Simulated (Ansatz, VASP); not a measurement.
# LiH: VASP beside Ansatz

```
Li H
1.0
     0.00000    1.99847    1.99847
     1.99847    0.00000    1.99847
     1.99847    1.99847    0.00000
Li H
1 1
Cartesian
  0.0000 0.0000 0.0000
  1.9985 1.9985 1.9985
```

Alike in both runs: task single point; functional r2SCAN; k mesh 10 × 10 × 10; no spin polarisation.

```csv
,VASP,Ansatz
version,VASP 6.6.1,Ansatz 0.2.0
potentials or method,"VASP PAW PBE potentials, release 64 (Li_sv, H)","plane waves, PAW"
plane-wave cutoff (eV),520,500
occupations,"gaussian, width 0.01 eV",fixed
valence electrons in the cell,4,4
```

VASP gave:

| Quantity | Value |
| --- | --- |
| gap on the k mesh at the Fermi level (eV) | 3.58 |

Question: Which values does Ansatz return?

Answer: gap on the k mesh at the Fermi level (eV): 3.63.

Caveats: the PAW data sets were made with another functional, which shifts forces and pressure a little (VASP). r2SCAN opens gaps a little over a GGA but as a rule still falls short of measured ones. A k mesh can miss the band edges.
